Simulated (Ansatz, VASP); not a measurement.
# Two plane-wave programs on MgI2

INCAR

```
SYSTEM = MgI2
PREC = Accurate
ENCUT = 520
EDIFF = 1E-6
ISMEAR = 0
SIGMA = 0.05
LREAL = .False.
LASPH = .True.
NELM = 60
ALGO = Normal
ISIF = 2
LWAVE = .False.
LCHARG = .True.
GGA = PE
LELF = .True.
LVHAR = .True.
NBANDS = 15
```

Contents of KPOINTS:

```
regular mesh
0
Gamma
  6 6 4
  0 0 0
```

The input POSCAR:

```
MgI2
1.0
    4.2734827252      0.0000000000      0.0000000000
   -2.1367413626      3.7009446027      0.0000000000
    0.0000000000      0.0000000000      7.9347883382
Mg I
1 2
Direct
    0.0000000000      0.0000000000      0.0000000000
    0.3333333333      0.6666666667      0.7705052557
    0.6666666667      0.3333333333      0.2294947443
```

Input for Ansatz:

```yaml
crystal:
  lattice:
    - [4.2734827252, 0.0, 0.0]
    - [-2.1367413626, 3.7009446027, 0.0]
    - [0.0, 0.0, 7.9347883382]
  atoms:
    - { symbol: Mg, position: [0.0, 0.0, 0.0] }
    - { symbol: I, position: [0.3333333333, 0.6666666667, 0.7705052557] }
    - { symbol: I, position: [0.6666666667, 0.3333333333, 0.2294947443] }
basis:
  ecutwfc: 520.0
kpoints:
  mp_grid: { grid: [6, 6, 4] }
hamiltonian:
  xc: pbe
scf:
  occupations: { method: gaussian, width: 0.05 }
output:
  forces: true
  stress: true
  eigenvalues: true
```

Alike in both runs: task single point; functional PBE; k mesh 6 × 6 × 4; occupations gaussian, width 0.05 eV; no spin polarisation.

|  | VASP | Ansatz |
| --- | --- | --- |
| version | VASP 6.6.1 | Ansatz 0.2.0 |
| potentials or method | VASP PAW PBE potentials, release 64 (Mg, I) | scalar-relativistic, plane waves, PAW |
| plane-wave cutoff (eV) | 520 | 520 |
| valence electrons in the cell | 16 | 44 |

```csv
,VASP,Ansatz,Ansatz less VASP
gap on the k mesh at the Fermi level (eV),3.20,3.21,+0.015
least direct gap on the mesh (eV),3.20,3.21,+0.015
pressure (GPa),-2.3,-2.2,+0.04
largest component of the traceless stress (GPa),0.90,0.91,+0.003
rms of the force components (eV/Å),0.326,0.321,-0.0045
```

Atom by atom the forces differ by 0.004 eV/Å (rms over components). The two sets of potentials don't hold the same shells in valence.

Caveats: spin-orbit coupling is left out, which moves the levels of the heavy elements; this functional lacks dispersion, which binds the layers, so the pressure and a relaxed spacing across them are unreliable. A k mesh can miss the band edges.
